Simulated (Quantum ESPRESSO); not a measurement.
The system is W.

```
W
1.0
    -1.58234    1.58234    1.58234
     1.58234   -1.58234    1.58234
     1.58234    1.58234   -1.58234
W
1
Cartesian
  0.0000 0.0000 0.0000
```

| Item | Value |
| --- | --- |
| Program | Quantum ESPRESSO 7.5 |
| Task | phonon dispersion |
| Functional | PBE |
| Potentials or basis | GBRV 1.5 PBE |
| Cutoff | 762 eV |
| Density cutoff | 6095 eV |
| k mesh | 12 × 12 × 12 |
| Occupations | cold, width 0.2 eV |
| Spin | no spin polarisation |
| Mixing beta | 0.5 |
| Most SCF iterations | 120 |
| SCF threshold | 2e-10 Ry |
| q mesh | 2 × 2 × 2 |

The cell and the atoms were relaxed first, to 16.15 Å³/atom (a = 2.758 Å, b = 2.758 Å, c = 2.758 Å, α = 109.47°, β = 109.47°, γ = 109.47°), and the response was taken there.

Question: What are the zero-point energy, and the vibrational entropy and heat capacity at 298.15 K?

Answer: Zero-point energy 28.6 meV/atom; entropy 4.08 k_B/atom (33.9 J/(K·mol of atoms)); Cv 2.86 k_B/atom, 95 % of the classical limit. These are harmonic values without the electrons' part.

Phonon frequencies at the corners of the path (cm⁻¹, interpolated; i marks imaginary ones):
```
point  frequencies
    Γ        0 0 0
    H  179 179 179
    N  119 147 220
    P  185 185 185
```

Harmonic thermodynamics per atom at this volume (zero-point energy 28.6 meV, Debye temperature from the second moment 294 K):
| T (K) | free energy (meV) | entropy (k_B) | heat capacity Cv (k_B) |
| --- | --- | --- | --- |
| 50 | 28.3 | 0.30 | 0.82 |
| 100 | 24.9 | 1.30 | 2.02 |
| 200 | 6.0 | 2.97 | 2.70 |
| 298.15 | -24.1 | 4.08 | 2.86 |
| 500 | -109.2 | 5.59 | 2.95 |
| 800 | -273.0 | 6.98 | 2.98 |

Phonon states per cell in windows of 10 cm⁻¹ (negative: imaginary):
| from (cm⁻¹) | total |
| --- | --- |
| 0 | 0.00 |
| 10 | 0.00 |
| 20 | 0.00 |
| 30 | 0.01 |
| 40 | 0.01 |
| 50 | 0.02 |
| 60 | 0.03 |
| 70 | 0.04 |
| 80 | 0.05 |
| 90 | 0.08 |
| 100 | 0.11 |
| 110 | 0.15 |
| 120 | 0.24 |
| 130 | 0.30 |
| 140 | 0.38 |
| 150 | 0.31 |
| 160 | 0.24 |
| 170 | 0.19 |
| 180 | 0.12 |
| 190 | 0.26 |
| 200 | 0.35 |
| 210 | 0.12 |

A q mesh this small can miss soft modes between its points.

Caveat: the q mesh is small, so phonon branches between its points and thermal values are rough.
